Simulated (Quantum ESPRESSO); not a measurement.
# Ru (P6_3/mmc) in Quantum ESPRESSO: settings compared

Aim: see how the results for Ru move with the level of theory and the settings. Levels: PBEsol, PW91. Tasks: single point, equation of state, band structure.

Program: Quantum ESPRESSO 7.5. These are calculated values, not measurements. Logs are shortened: lines on timing, memory, paths and dates and some standing lists are left out, and cuts for length are marked.

## (1) Starting point

Symmetry: P6_3/mmc, No. 194, hexagonal system. The conventional cell has a = 2.706 Å, b = 2.706 Å, c = 4.282 Å, α = 90.00°, β = 90.00°, γ = 120.00°. Ru (site symmetry -6m2) has 12 Ru at 2.65 to 2.71 Å as nearest neighbours.

## (2) Single point, PBEsol, spin-orbit coupling, no magnetisation, 12.76 Å³/atom

pw.in reads:

```
&CONTROL
  calculation = 'scf'
  prefix = 'pwscf'
  outdir = './tmp'
  pseudo_dir = './pseudo'
  tprnfor = .true.
  tstress = .true.
  disk_io = 'nowf'
/
&SYSTEM
  ibrav = 0
  nat = 2
  ntyp = 1
  ecutwfc = 84
  nbnd = 48
  occupations = 'smearing'
  smearing = 'fd'
  degauss = 0.00367493
  noncolin = .true.
  lspinorb = .true.
/
&ELECTRONS
  conv_thr = 4d-10
  electron_maxstep = 120
  mixing_beta = 0.5
/
ATOMIC_SPECIES
Ru   101.0700 Ru.upf
CELL_PARAMETERS angstrom
   2.6505640930    0.0000000000    0.0000000000
  -1.3252820465    2.2954558389    0.0000000000
   0.0000000000    0.0000000000    4.1944897589
ATOMIC_POSITIONS crystal
Ru     0.6666666667    0.3333333333    0.7500000000
Ru     0.3333333333    0.6666666667    0.2500000000
K_POINTS automatic
9 9 5 0 0 0
```

Potentials or basis: PseudoDojo 0.4 FR PBEsol standard.

Started as:

```
$ OMP_NUM_THREADS=1 pw.x -in pw.in > pw.out
```

pw.out:

```text
This program is part of the open-source Quantum ESPRESSO suite
     for quantum simulation of materials; please cite
         "P. Giannozzi et al., J. Phys.:Condens. Matter 21 395502 (2009);
         "P. Giannozzi et al., J. Phys.:Condens. Matter 29 465901 (2017);
         "P. Giannozzi et al., J. Chem. Phys. 152 154105 (2020);
     in publications or presentations arising from this work. More details at

     Message from routine setup:
     using ibrav=0 with symmetry is DISCOURAGED, use correct ibrav instead

     G-vector sticks info
     --------------------
     sticks:   dense  smooth     PW     G-vecs:    dense   smooth      PW
     Sum         583     583    169                18005    18005    2917

     Using Slab Decomposition

     bravais-lattice index     =            0
     lattice parameter (alat)  =       5.0088  a.u.
     unit-cell volume          =     172.2198 (a.u.)^3
     number of atoms/cell      =            2
     number of atomic types    =            1
     number of electrons       =        32.00
     number of Kohn-Sham states=           48
     kinetic-energy cutoff     =      84.0000  Ry
     charge density cutoff     =     336.0000  Ry
     scf convergence threshold =      4.0E-10
     mixing beta               =       0.5000
     number of iterations used =            8  plain     mixing
     Exchange-correlation= PBESOL
                           (   1   4  10   8   0   0   0)
     Non magnetic calculation with spin-orbit

     celldm(1)=   5.008840  celldm(2)=   0.000000  celldm(3)=   0.000000
     celldm(4)=   0.000000  celldm(5)=   0.000000  celldm(6)=   0.000000

     crystal axes: (cart. coord. in units of alat)
               a(1) = (   1.000000   0.000000   0.000000 )
               a(2) = (  -0.500000   0.866025   0.000000 )
               a(3) = (   0.000000   0.000000   1.582489 )

     reciprocal axes: (cart. coord. in units 2 pi/alat)
               b(1) = (  1.000000  0.577350 -0.000000 )
               b(2) = (  0.000000  1.154701  0.000000 )
               b(3) = (  0.000000 -0.000000  0.631916 )

     PseudoPot. # 1 for Ru read from file:
     Ru.upf
     Pseudo is Norm-conserving + core correction, Zval = 16.0
     Generated using ONCVPSP code by D. R. Hamann
     Using radial grid of 1584 points, 10 beta functions with:
                l(1) =   0
                l(2) =   0
                l(3) =   1
                l(4) =   1
                l(5) =   1
                l(6) =   1
                l(7) =   2
                l(8) =   2
                l(9) =   2
               l(10) =   2

     atomic species   valence    mass     pseudopotential
     Ru               16.00   101.07000     Ru( 1.00)

     24 Sym. Ops., with inversion, found (12 have fractional translation)

   Cartesian axes

     site n.     atom                  positions (alat units)
         1        Ru     tau(   1) = (   0.5000000   0.2886751   1.1868671  )
         2        Ru     tau(   2) = (  -0.0000000   0.5773503   0.3956224  )

     number of k points=    36  Fermi-Dirac smearing, width (Ry)=  0.0037
                       cart. coord. in units 2pi/alat
        k(    1) = (   0.0000000   0.0000000   0.0000000), wk =   0.0024691
        k(    2) = (   0.0000000   0.0000000   0.1263831), wk =   0.0049383
        k(    3) = (   0.0000000   0.0000000   0.2527663), wk =   0.0049383
        k(    4) = (   0.0000000   0.1283001   0.0000000), wk =   0.0148148
        k(    5) = (   0.0000000   0.1283001   0.1263831), wk =   0.0296296
        k(    6) = (   0.0000000   0.1283001   0.2527663), wk =   0.0296296
[... 28 lines left out ...]
        k(   35) = (   0.3333333   0.5773503   0.1263831), wk =   0.0098765
        k(   36) = (   0.3333333   0.5773503   0.2527663), wk =   0.0098765

     Dense  grid:    18005 G-vectors     FFT dimensions: (  30,  30,  48)

     Initial potential from superposition of free atoms

     starting charge      31.9986, renormalised to      32.0000
     Starting wfcs are   40 randomized atomic wfcs +    8 random wfcs

     Self-consistent Calculation

     iteration #  1     ecut=    84.00 Ry     beta= 0.50
     Davidson diagonalization with overlap
     ethr =  1.00E-02,  avg # of iterations =  4.4

     Threshold (ethr) on eigenvalues was too large:
     Diagonalizing with lowered threshold

     Davidson diagonalization with overlap
     ethr =  8.03E-04,  avg # of iterations =  1.7

     total energy              =    -404.02006789 Ry
     estimated scf accuracy    <       0.26252653 Ry

     iteration #  2     ecut=    84.00 Ry     beta= 0.50
     Davidson diagonalization with overlap
     ethr =  8.20E-04,  avg # of iterations =  2.0

     total energy              =    -404.07497015 Ry
     estimated scf accuracy    <       0.00547061 Ry

     iteration #  3     ecut=    84.00 Ry     beta= 0.50
     Davidson diagonalization with overlap
     ethr =  1.71E-05,  avg # of iterations =  3.9

     total energy              =    -404.07512944 Ry
     estimated scf accuracy    <       0.00103268 Ry
[... 19 lines left out ...]
     total energy              =    -404.07520040 Ry
     estimated scf accuracy    <       0.00000015 Ry

     iteration #  7     ecut=    84.00 Ry     beta= 0.50
     Davidson diagonalization with overlap
     ethr =  4.72E-10,  avg # of iterations =  2.0

     total energy              =    -404.07520044 Ry
     estimated scf accuracy    <          6.0E-10 Ry

     iteration #  8     ecut=    84.00 Ry     beta= 0.50
     Davidson diagonalization with overlap
     ethr =  1.86E-12,  avg # of iterations =  2.5

     End of self-consistent calculation

          k = 0.0000 0.0000 0.0000 (  2249 PWs)   bands (ev):

   -47.7533 -47.7533 -47.4868 -47.4868 -20.0524 -20.0524 -19.4412 -19.4412
   -16.9015 -16.9015 -16.1730 -16.1730 -15.9524 -15.9524 -15.9017 -15.9017
    16.9938  16.9938  18.6630  18.6630  22.4084  22.4084  22.6679  22.6679
    22.7280  22.7280  23.1398  23.1398  23.4367  23.4367  23.8541  23.8541
    23.9985  23.9985  26.6510  26.6510  26.7329  26.7329  26.8315  26.8315
    36.4874  36.4874  40.4463  40.4463  43.1020  43.1020  43.8666  43.8666

          k = 0.0000 0.0000 0.1264 (  2255 PWs)   bands (ev):

   -47.7283 -47.7283 -47.5127 -47.5127 -19.9874 -19.9874 -19.4931 -19.4931
   -16.8194 -16.8194 -16.1522 -16.1522 -16.0112 -16.0112 -15.9737 -15.9737
    17.4579  17.4579  18.8243  18.8243  22.2304  22.2304  22.3984  22.3984
    22.5510  22.5510  22.9008  22.9008  23.1536  23.1536  24.4576  24.4576
    24.5473  24.5473  25.3911  25.3911  26.6794  26.6794  26.8203  26.8203
    38.2670  38.2670  39.7998  39.7998  42.6976  42.6976  44.6613  44.6613
[... 291 lines left out ...]
   -47.4645 -47.4645 -47.4644 -47.4644 -20.0541 -20.0541 -20.0459 -20.0459
   -16.9254 -16.9254 -16.7396 -16.7396 -16.5571 -16.5571 -16.3989 -16.3989
    19.6024  19.6024  20.5416  20.5416  20.5950  20.5950  21.3184  21.3184
    22.3382  22.3382  22.3732  22.3732  24.1083  24.1083  26.0241  26.0241
    26.6255  26.6255  26.6920  26.6920  33.3749  33.3749  33.4665  33.4665
    33.9546  33.9546  39.0616  39.0616  39.5680  39.5680  39.7189  39.7189

          k = 0.3333 0.5774 0.2528 (  2247 PWs)   bands (ev):

   -47.4643 -47.4643 -47.4643 -47.4643 -20.0765 -20.0765 -20.0487 -20.0487
   -17.0235 -17.0235 -16.7493 -16.7493 -16.5261 -16.5261 -16.2824 -16.2824
    20.2842  20.2842  20.3472  20.3472  20.4651  20.4651  21.1922  21.1922
    22.4143  22.4143  22.4691  22.4691  23.9508  23.9508  24.5349  24.5349
    26.7605  26.7605  26.7931  26.7931  34.1421  34.1421  34.2691  34.2691
    35.8839  35.8839  37.6071  37.6071  37.8742  37.8742  37.9724  37.9724

     the Fermi energy is    25.5378 ev

!    total energy              =    -404.07520044 Ry
     estimated scf accuracy    <          4.7E-11 Ry
     smearing contrib. (-TS)   =      -0.00085940 Ry
     internal energy E=F+TS    =    -404.07434104 Ry

     The total energy is F=E-TS. E is the sum of the following terms:
     one-electron contribution =     -54.80551653 Ry
     hartree contribution      =      53.62303723 Ry
     xc contribution           =     -68.07248244 Ry
     ewald contribution        =    -334.81937929 Ry

     convergence has been achieved in   8 iterations

     Forces acting on atoms (cartesian axes, Ry/au):

     atom    1 type  1   force =     0.00000000   -0.00000000    0.00000000
     atom    2 type  1   force =     0.00000000    0.00000000    0.00000000

     Total force =     0.000000     Total SCF correction =     0.000000

     Computing stress (Cartesian axis) and pressure

          total   stress  (Ry/bohr**3)                   (kbar)     P=      178.07
   0.00118428   0.00000000  -0.00000000          174.21        0.00       -0.00
   0.00000000   0.00118428  -0.00000000            0.00      174.21       -0.00
   0.00000000   0.00000000   0.00126300            0.00        0.00      185.79

=------------------------------------------------------------------------------=
   JOB DONE.
=------------------------------------------------------------------------------=
```

Run time: 3.1 min. Hardware: 1 thread of Arm Neoverse N1, shared host; peak memory 0.19 GiB.

What came out:

```yaml
Free_energy: -5497.7232 eV
Pressure: 17.8 GPa
Band_gap_on_the_k_mesh: none (metal or under the smearing width)
```

## (3) Single point, PBEsol, spin-orbit coupling, no magnetisation, 13.03 Å³/atom

Edit pw.in of step 2 so:

```diff
@@ -29,5 +29,5 @@
 CELL_PARAMETERS angstrom
-   2.6505640930    0.0000000000    0.0000000000
-  -1.3252820465    2.2954558389    0.0000000000
-   0.0000000000    0.0000000000    4.1944897589
+   2.6692306523    0.0000000000    0.0000000000
+  -1.3346153261    2.3116215535    0.0000000000
+   0.0000000000    0.0000000000    4.2240293924
 ATOMIC_POSITIONS crystal
```

Potentials or basis: PseudoDojo 0.4 FR PBEsol standard.

Started as:

```
$ OMP_NUM_THREADS=1 pw.x -in pw.in > pw.out
```

Wall time 3.1 min (1 thread of Arm Neoverse N1, shared host); peak memory 0.19 GiB.

The run converged. Its results:

| Item | Value |
| --- | --- |
| Free energy | -5497.7689 eV |
| Pressure | 9.2 GPa |
| Band gap on the k mesh | none (metal or under the smearing width) |

## (4) Single point, PBEsol, spin-orbit coupling, no magnetisation, 13.30 Å³/atom

Edit pw.in of step 3 so:

```diff
@@ -29,5 +29,5 @@
 CELL_PARAMETERS angstrom
-   2.6692306523    0.0000000000    0.0000000000
-  -1.3346153261    2.3116215535    0.0000000000
-   0.0000000000    0.0000000000    4.2240293924
+   2.6876397213    0.0000000000    0.0000000000
+  -1.3438198606    2.3275642749    0.0000000000
+   0.0000000000    0.0000000000    4.2531615502
 ATOMIC_POSITIONS crystal
```

Started as:

```
$ OMP_NUM_THREADS=1 pw.x -in pw.in > pw.out
```

It took 3.1 min on 1 thread of Arm Neoverse N1, shared host; peak memory 0.2 GiB.

The run converged. Its results:

- Free energy: -5497.7870 eV
- Pressure: 1.5 GPa
- Band gap on the k mesh: none (metal or under the smearing width)

## (5) Single point, PBEsol, spin-orbit coupling, no magnetisation, 13.57 Å³/atom

Edit pw.in of step 4 so:

```diff
@@ -29,5 +29,5 @@
 CELL_PARAMETERS angstrom
-   2.6876397213    0.0000000000    0.0000000000
-  -1.3438198606    2.3275642749    0.0000000000
-   0.0000000000    0.0000000000    4.2531615502
+   2.7058000000    0.0000000000    0.0000000000
+  -1.3529000000    2.3432915376    0.0000000000
+   0.0000000000    0.0000000000    4.2819000000
 ATOMIC_POSITIONS crystal
```

Started as:

```
$ OMP_NUM_THREADS=1 pw.x -in pw.in > pw.out
```

Wall time 3.1 min (1 thread of Arm Neoverse N1, shared host); peak memory 0.2 GiB.

Results (log left out):

```
Free energy            : -5497.7806 eV
Pressure               : -5.3 GPa
Band gap on the k mesh : none (metal or under the smearing width)
```

## (6) Single point, PBEsol, spin-orbit coupling, no magnetisation, 13.85 Å³/atom

Edit pw.in of step 5 so:

```diff
@@ -29,5 +29,5 @@
 CELL_PARAMETERS angstrom
-   2.7058000000    0.0000000000    0.0000000000
-  -1.3529000000    2.3432915376    0.0000000000
-   0.0000000000    0.0000000000    4.2819000000
+   2.7237197275    0.0000000000    0.0000000000
+  -1.3618598638    2.3588104769    0.0000000000
+   0.0000000000    0.0000000000    4.3102577801
 ATOMIC_POSITIONS crystal
```

Potentials or basis: PseudoDojo 0.4 FR PBEsol standard.

Started as:

```
$ OMP_NUM_THREADS=1 pw.x -in pw.in > pw.out
```

Run time: 2.8 min. Hardware: 1 thread of Arm Neoverse N1, shared host; peak memory 0.2 GiB.

The run converged. Its results:

```yaml
Free_energy: -5497.7525 eV
Pressure: -11.3 GPa
Band_gap_on_the_k_mesh: none (metal or under the smearing width)
```

## (7) Single point, PBEsol, spin-orbit coupling, no magnetisation, 14.12 Å³/atom

Edit pw.in of step 6 so:

```diff
@@ -29,5 +29,5 @@
 CELL_PARAMETERS angstrom
-   2.7237197275    0.0000000000    0.0000000000
-  -1.3618598638    2.3588104769    0.0000000000
-   0.0000000000    0.0000000000    4.3102577801
+   2.7414067149    0.0000000000    0.0000000000
+  -1.3707033574    2.3741278572    0.0000000000
+   0.0000000000    0.0000000000    4.3382472512
 ATOMIC_POSITIONS crystal
```

Started as:

```
$ OMP_NUM_THREADS=1 pw.x -in pw.in > pw.out
```

Run time: 2.8 min. Hardware: 1 thread of Arm Neoverse N1, shared host; peak memory 0.21 GiB.

Results (log left out):

- Free energy: -5497.7050 eV
- Pressure: -16.7 GPa
- Band gap on the k mesh: none (metal or under the smearing width)

## (8) Single point, PBEsol, spin-orbit coupling, no magnetisation, 14.39 Å³/atom

Edit pw.in of step 7 so:

```diff
@@ -29,5 +29,5 @@
 CELL_PARAMETERS angstrom
-   2.7414067149    0.0000000000    0.0000000000
-  -1.3707033574    2.3741278572    0.0000000000
-   0.0000000000    0.0000000000    4.3382472512
+   2.7588683749    0.0000000000    0.0000000000
+  -1.3794341875    2.3892500984    0.0000000000
+   0.0000000000    0.0000000000    4.3658801443
 ATOMIC_POSITIONS crystal
```

Started as:

```
$ OMP_NUM_THREADS=1 pw.x -in pw.in > pw.out
```

Wall time 2.9 min (1 thread of Arm Neoverse N1, shared host); peak memory 0.21 GiB.

It converged, with:

- Free energy: -5497.6404 eV
- Pressure: -21.5 GPa
- Band gap on the k mesh: none (metal or under the smearing width)

## (9) Equation of state, PBEsol, spin-orbit coupling, no magnetisation

Potentials or basis: PseudoDojo 0.4 FR PBEsol standard.

This step only gathers the single runs of the series.

Results:

```yaml
Equilibrium_volume: 13.36 Å³/atom
Bulk_modulus_at_fixed_shape_and_positions: 346 GPa
Pressure_derivative_of_the_bulk_modulus: 4.9
```

Energy against volume, from the lowest point:
| volume (Å³/atom) | energy (meV/atom) |
| --- | --- |
| 12.760 | 31.92 |
| 13.032 | 9.07 |
| 13.303 | 0.00 |
| 13.575 | 3.19 |
| 13.846 | 17.27 |
| 14.118 | 41.00 |
| 14.389 | 73.30 |

Caveat: the cell was scaled at fixed shape and fractional positions, which overstates the stiffness of a crystal with free parameters, most of all of layers and chains.

## (10) Band structure, PW91

pw.in reads:

```
&CONTROL
  calculation = 'scf'
  prefix = 'pwscf'
  outdir = './tmp'
  pseudo_dir = './pseudo'
  tprnfor = .true.
  tstress = .true.
  disk_io = 'low'
/
&SYSTEM
  ibrav = 0
  A = 2.7058
  nat = 2
  ntyp = 1
  ecutwfc = 84
  nbnd = 24
  input_dft = 'pw91'
  occupations = 'smearing'
  smearing = 'fd'
  degauss = 0.00367493
/
&ELECTRONS
  conv_thr = 4d-10
  electron_maxstep = 120
  mixing_beta = 0.5
/
ATOMIC_SPECIES
Ru   101.0700 Ru.upf
CELL_PARAMETERS alat
   1.0000000000    0.0000000000    0.0000000000
  -0.5000000000    0.8660254038    0.0000000000
   0.0000000000    0.0000000000    1.5824894671
ATOMIC_POSITIONS alat
Ru     0.5000000000    0.2886751346    1.1868671003
Ru     0.0000000000    0.5773502692    0.3956223668
K_POINTS automatic
11 11 6 0 0 0
```

bands.in reads:

```
&CONTROL
  calculation = 'bands'
  prefix = 'pwscf'
  outdir = './tmp'
  pseudo_dir = './pseudo'
  disk_io = 'low'
  verbosity = 'high'
/
&SYSTEM
  ibrav = 0
  A = 2.7058
  nat = 2
  ntyp = 1
  ecutwfc = 84
  nbnd = 24
  input_dft = 'pw91'
  occupations = 'smearing'
  smearing = 'fd'
  degauss = 0.00367493
/
&ELECTRONS
  conv_thr = 1d-08
  electron_maxstep = 120
  mixing_beta = 0.5
  diago_full_acc = .true.
/
ATOMIC_SPECIES
Ru   101.0700 Ru.upf
CELL_PARAMETERS alat
   1.0000000000    0.0000000000    0.0000000000
  -0.5000000000    0.8660254038    0.0000000000
   0.0000000000    0.0000000000    1.5824894671
ATOMIC_POSITIONS alat
Ru     0.5000000000    0.2886751346    1.1868671003
Ru     0.0000000000    0.5773502692    0.3956223668
K_POINTS crystal
60
 0.0000000000  0.0000000000  0.0000000000 1
 0.0714285714  0.0000000000  0.0000000000 1
 0.1428571429  0.0000000000  0.0000000000 1
 0.2142857143  0.0000000000  0.0000000000 1
 0.2857142857  0.0000000000  0.0000000000 1
 0.3571428571  0.0000000000  0.0000000000 1
 0.4285714286  0.0000000000  0.0000000000 1
 0.5000000000  0.0000000000  0.0000000000 1
 0.4583333333  0.0833333333  0.0000000000 1
 0.4166666667  0.1666666667  0.0000000000 1
 0.3750000000  0.2500000000  0.0000000000 1
 0.3333333333  0.3333333333  0.0000000000 1
 0.2962962963  0.2962962963  0.0000000000 1
 0.2592592593  0.2592592593  0.0000000000 1
 0.2222222222  0.2222222222  0.0000000000 1
 0.1851851852  0.1851851852  0.0000000000 1
 0.1481481481  0.1481481481  0.0000000000 1
 0.1111111111  0.1111111111  0.0000000000 1
 0.0740740741  0.0740740741  0.0000000000 1
 0.0370370370  0.0370370370  0.0000000000 1
 0.0000000000  0.0000000000  0.0000000000 1
 0.0000000000  0.0000000000  0.1250000000 1
 0.0000000000  0.0000000000  0.2500000000 1
 0.0000000000  0.0000000000  0.3750000000 1
 0.0000000000  0.0000000000  0.5000000000 1
 0.0625000000  0.0000000000  0.5000000000 1
 0.1250000000  0.0000000000  0.5000000000 1
 0.1875000000  0.0000000000  0.5000000000 1
 0.2500000000  0.0000000000  0.5000000000 1
 0.3125000000  0.0000000000  0.5000000000 1
 0.3750000000  0.0000000000  0.5000000000 1
 0.4375000000  0.0000000000  0.5000000000 1
 0.5000000000  0.0000000000  0.5000000000 1
 0.4666666667  0.0666666667  0.5000000000 1
 0.4333333333  0.1333333333  0.5000000000 1
 0.4000000000  0.2000000000  0.5000000000 1
 0.3666666667  0.2666666667  0.5000000000 1
 0.3333333333  0.3333333333  0.5000000000 1
 0.3030303030  0.3030303030  0.5000000000 1
 0.2727272727  0.2727272727  0.5000000000 1
 0.2424242424  0.2424242424  0.5000000000 1
 0.2121212121  0.2121212121  0.5000000000 1
 0.1818181818  0.1818181818  0.5000000000 1
 0.1515151515  0.1515151515  0.5000000000 1
 0.1212121212  0.1212121212  0.5000000000 1
 0.0909090909  0.0909090909  0.5000000000 1
 0.0606060606  0.0606060606  0.5000000000 1
 0.0303030303  0.0303030303  0.5000000000 1
 0.0000000000  0.0000000000  0.5000000000 1
 0.5000000000  0.0000000000  0.5000000000 1
 0.5000000000  0.0000000000  0.4000000000 1
 0.5000000000  0.0000000000  0.3000000000 1
 0.5000000000  0.0000000000  0.2000000000 1
 0.5000000000  0.0000000000  0.1000000000 1
 0.5000000000  0.0000000000  0.0000000000 1
 0.3333333333  0.3333333333  0.0000000000 1
 0.3333333333  0.3333333333  0.1250000000 1
 0.3333333333  0.3333333333  0.2500000000 1
 0.3333333333  0.3333333333  0.3750000000 1
 0.3333333333  0.3333333333  0.5000000000 1
```

Potentials or basis: PseudoDojo 0.4.1 SR PBE standard.

Started as:

```
$ OMP_NUM_THREADS=1 pw.x -in pw.in > pw.out
$ OMP_NUM_THREADS=1 pw.x -in bands.in > bands.out
```

It took 1.9 min on 1 thread of Arm Neoverse N1, shared host; peak memory 0.1 GiB.

It converged, with:

```yaml
Free_energy: -5505.3136 eV
Pressure: 5.9 GPa
Band_gap_on_the_k_mesh: none (metal or under the smearing width)
```

Levels at the corners of the path, in eV from the Fermi level:
```tsv
point	band 12	band 13	band 14	band 15	band 16	band 17	band 18	band 19	band 20	band 21
Γ	-2.54	-2.36	-1.85	-1.85	-1.33	-1.33	1.25	1.25	1.41	10.38
M	-2.95	-2.01	-1.70	-1.46	1.49	1.91	1.98	4.15	6.21	11.19
K	-3.69	-2.77	-2.77	-1.01	1.07	1.07	1.51	7.13	7.33	7.33
Γ	-2.54	-2.36	-1.85	-1.85	-1.33	-1.33	1.25	1.25	1.41	10.38
A	-2.70	-2.70	-2.70	-2.64	-2.64	0.61	0.61	0.61	0.61	14.76
L	-4.46	-0.99	-0.99	0.53	0.53	1.74	1.74	3.49	3.49	10.64
H	-4.03	-2.64	-2.64	-1.12	-1.12	1.29	1.29	8.54	8.54	10.82
A	-2.70	-2.70	-2.70	-2.64	-2.64	0.61	0.61	0.61	0.61	14.76
L	-4.46	-0.99	-0.99	0.53	0.53	1.74	1.74	3.49	3.49	10.64
M	-2.95	-2.01	-1.70	-1.46	1.49	1.91	1.98	4.15	6.21	11.19
K	-3.69	-2.77	-2.77	-1.01	1.07	1.07	1.51	7.13	7.33	7.33
H	-4.03	-2.64	-2.64	-1.12	-1.12	1.29	1.29	8.54	8.54	10.82
```

Caveat: the potentials were made for another functional, which shifts forces and pressure.
